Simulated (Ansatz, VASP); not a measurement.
One calculation of Ca, two programs

File INCAR:

```
SYSTEM = Ca
PREC = Accurate ; ENCUT = 600
EDIFF = 1E-7 ; ISMEAR = 1
SIGMA = 0.1 ; LREAL = .False.
LASPH = .True. ; NELM = 100
ALGO = Normal ; ISIF = 3
LWAVE = .False. ; LCHARG = .False.
GGA = PS ; IBRION = 2
NSW = 80 ; EDIFFG = -0.01
```

The input KPOINTS:

```
Automatic mesh
0
Gamma
  14 14 14
  0 0 0
```

Contents of POSCAR:

```
Ca
1.0
   -2.2400000000      2.2400000000      2.2400000000
    2.2400000000     -2.2400000000      2.2400000000
    2.2400000000      2.2400000000     -2.2400000000
Ca
1
Direct
    0.0000000000      0.0000000000      0.0000000000
```

Input for Ansatz:

```yaml
crystal:
  lattice:
    - [-2.24, 2.24, 2.24]
    - [2.24, -2.24, 2.24]
    - [2.24, 2.24, -2.24]
  atoms:
    - { symbol: Ca, position: [0.0, 0.0, 0.0] }
kpoints:
  mp_grid:
    grid: [14, 14, 14]
hamiltonian:
  xc: pbesol
  pseudopotentials:
    kind: paw
scf:
  occupations:
    method: methfessel_paxton
relax:
  cell: {}
```

This isn't the form of Ca at room conditions, which is fcc.

Alike in both runs: task relaxation of cell and atoms; functional PBEsol; k mesh 14 × 14 × 14; no spin polarisation.

|  | VASP | Ansatz |
| --- | --- | --- |
| version | VASP 6.6.1 | Ansatz 0.2.0 |
| potentials or method | VASP PAW PBE potentials, release 64 (Ca_sv) | plane waves, PAW |
| plane-wave cutoff (eV) | 600 | 420 |
| occupations | methfessel-paxton of order 1, width 0.1 eV | methfessel-paxton of order 1 |
| valence electrons in the cell | 10 | 10 |

VASP gave:

```
relaxed volume (Å³/atom)                                     : 40.39
relaxed cell length with the largest relative difference (Å) : 3.744
energy change over the relaxation (meV/atom)                 : -23
```

Which values does Ansatz return?

Relaxed volume (Å³/atom): 40.33; relaxed cell length with the largest relative difference (Å): 3.742; energy change over the relaxation (meV/atom): -24.

Caveats: the PAW data sets were made with another functional, which shifts forces and pressure a little (VASP); the volume moved by -10 % from the deposited cell, more than functionals usually miss.
